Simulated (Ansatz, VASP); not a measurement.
## K: VASP beside Ansatz

The input INCAR:

```
PREC     = Accurate       # precision mode
ENCUT    = 520            # plane-wave cutoff, eV
EDIFF    = 1E-6           # SCF threshold, eV
ISMEAR   = -1             # smearing method
SIGMA    = 0.1            # smearing width, eV
LREAL    = False          # projectors in reciprocal space
LASPH    = True           # aspherical terms in the spheres
NELM     = 60             # most SCF steps
ALGO     = Normal         # electronic algorithm
ISIF     = 2              # what is computed and relaxed
LWAVE    = False          # write WAVECAR
LCHARG   = True           # write CHGCAR
GGA      = PS             # functional
LELF     = True           # ELF
LVHAR    = True         
NBANDS   = 10             # bands
```

Contents of KPOINTS:

```
regular mesh
0
Gamma
  9 9 9
```

File POSCAR:

```
K
1.0
    3.8828950300      0.0000000000      0.0000000000
    0.0000000000      3.8828950300      0.0000000000
    0.0000000000      0.0000000000      3.8828950300
K
1
Direct
    0.0000000000      0.0000000000      0.0000000000
```

Input for Ansatz:

```yaml
crystal:
  lattice:
    - [3.88289503, 0.0, 0.0]
    - [0.0, 3.88289503, 0.0]
    - [0.0, 0.0, 3.88289503]
  atoms:
    - { symbol: K, position: [0.0, 0.0, 0.0] }
kpoints:
  mp_grid: { grid: [9, 9, 9] }
  band_path:
    path:
      - [0.0, 0.0, 0.0]
      - [0.0, 0.5, 0.0]
      - [0.5, 0.5, 0.0]
      - [0.0, 0.0, 0.0]
      - [0.5, 0.5, 0.5]
      - [0.0, 0.5, 0.0]
      - [0.5, 0.5, 0.5]
      - [0.5, 0.5, 0.0]
    npoints: 8
scf:
  occupations: { method: fermi_dirac, width: 0.1 }
hamiltonian:
  xc: pbesol
  pseudopotentials: { kind: all_electron, lapw: { basis_error: 0.001 } }
output:
  forces: true
  stress: true
  eigenvalues: true
  populations: true
  dos: { projected: true, de: 0.2, e_range: [-14, 8] }
```

Change from the starting cell: volume scaled by 0.76, LAPW.

Alike in both runs: task single point; functional PBEsol; k mesh 9 × 9 × 9; occupations fermi-dirac, width 0.1 eV; no spin polarisation.

|  | VASP | Ansatz |
| --- | --- | --- |
| version | VASP 6.6.1 | Ansatz 0.2.0 |
| potentials or method | VASP PAW PBE potentials, release 64 (K_sv) | all-electron LAPW, scalar-relativistic |
| plane-wave cutoff (eV) | 520 | see its input |

|  | VASP | Ansatz | Ansatz less VASP |
| --- | --- | --- | --- |
| pressure (GPa) | 1.3 | 1.3 | 0.00 |

Ansatz ran all-electron here, so the differences hold the error of VASP's frozen core and of both bases.

Caveats: the PAW data sets were made with another functional, which shifts forces and pressure a little (VASP).
